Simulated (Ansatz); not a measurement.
**From NaCl to NaI**

Method: DFT PBE+D3(BJ), scalar-relativistic, plane waves, PAW in Ansatz. All cells share a 420 eV cutoff and Γ-centred k meshes spaced at most about 0.3 Å⁻¹ (2π included). No spin polarisation.

The zero of energy is the elements' standard structures at the same level (Cl₂ as a molecule); no fitted shifts are applied.

NaCl in the rock salt type (Fm-3m (No. 225); Materials Project, matches COD) has a = 5.581 Å, 21.73 Å³/atom, shortest distance 2.79 Å (Na–Cl), formation energy -1.975 eV/atom, a gap of 5.23 eV on its mesh:

```yaml
crystal:
  lattice:
    - [0.00000, 2.79067, 2.79067]
    - [2.79067, 0.00000, 2.79067]
    - [2.79067, 2.79067, 0.00000]
  atoms:
    - { symbol: Na, position: [0.00000, 0.00000, 0.00000] }
    - { symbol: Cl, position: [0.50000, 0.50000, 0.50000] }
```

Q: Predict cell, gap and energy of NaI in the same type.

A: NaI (Materials Project, matches COD) has a = 6.359 Å, 32.14 Å³/atom, shortest distance 3.18 Å (Na–I), formation energy -1.311 eV/atom, a gap of 3.79 eV on its mesh. The volume per atom changes by +47.9 % and the formation energy by +0.664 eV/atom (from unrounded values). The gap narrows by 1.44 eV. The covalent radius goes from 1.02 Å (Cl) to 1.39 Å (I), a change of +0.37 Å, and the nearest contact of that site goes from 2.79 Å (Cl–Na) to 3.18 Å (I–Na); the electronegativity goes from 3.16 to 2.66.

```
CELL_PARAMETERS angstrom
0.00000 3.17957 3.17957
3.17957 0.00000 3.17957
3.17957 3.17957 0.00000
ATOMIC_POSITIONS crystal
Na 0.00000 0.00000 0.00000
I 0.50000 0.50000 0.50000
```

Spin–orbit coupling, which can matter for I, is left out. Kohn–Sham gaps at this level usually fall short of measured ones. The missing spin–orbit coupling can work the other way here. A negative formation energy doesn't yet make a cell stable against other compositions.
